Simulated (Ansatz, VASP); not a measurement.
Mg in VASP and in Ansatz

INCAR

```
PREC     = Accurate       # precision mode
ENCUT    = 520            # plane-wave cutoff, eV
EDIFF    = 1E-6           # SCF threshold, eV
ISMEAR   = 0              # smearing method
SIGMA    = 0.1            # smearing width, eV
LREAL    = F              # projectors in reciprocal space
LASPH    = T              # aspherical terms in the spheres
NELM     = 100            # most SCF steps
ALGO     = Fast           # electronic algorithm
ISIF     = 2              # what is computed and relaxed
LWAVE    = F              # write WAVECAR
LCHARG   = F              # write CHGCAR
GGA      = PS             # functional
NBANDS   = 7              # bands
```

The input KPOINTS:

```
Automatic mesh
0
Gamma
  14 14 14
```

File POSCAR:

```
Mg
1.0
    0.0000000000      2.3045816013      2.2709177613
    2.3045816013      0.0000000000      2.2709177613
    2.3045816013      2.3045816013      0.0000000000
Mg
1
Direct
    0.0000000000      0.0000000000      0.0000000000
```

Input for Ansatz:

```yaml
crystal:
  lattice:
    - [0.0, 2.3045816013, 2.2709177613]
    - [2.3045816013, 0.0, 2.2709177613]
    - [2.3045816013, 2.3045816013, 0.0]
  atoms:
    - { symbol: Mg, position: [0.0, 0.0, 0.0] }
basis:
  ecutwfc: 420
kpoints:
  mp_grid: { grid: [14, 14, 14] }
hamiltonian:
  xc: pbesol
scf:
  occupations: { method: gaussian, width: 0.1 }
output:
  forces: true
  stress: true
  eigenvalues: true
```

Alike in both runs: task single point; functional PBEsol; k mesh 14 × 14 × 14; occupations gaussian, width 0.1 eV; no spin polarisation.

|  | VASP | Ansatz |
| --- | --- | --- |
| version | VASP 6.6.1 | Ansatz 0.2.0 |
| potentials or method | VASP PAW PBE potentials, release 64 (Mg) | scalar-relativistic, plane waves, PAW |
| plane-wave cutoff (eV) | 520 | 420 |
| valence electrons in the cell | 2 | 10 |

|  | VASP | Ansatz | Ansatz less VASP |
| --- | --- | --- | --- |
| gap on the k mesh at the Fermi level (eV) | none | none | - |
| pressure (GPa) | -2.0 | -1.9 | +0.06 |
| largest component of the traceless stress (GPa) | 0.39 | 0.39 | +0.001 |

A gap of «none» marks a metal or a gap that the smearing closes. The two sets of potentials don't hold the same shells in valence.

Caveats: the PAW data sets were made with another functional, which shifts forces and pressure a little (VASP).
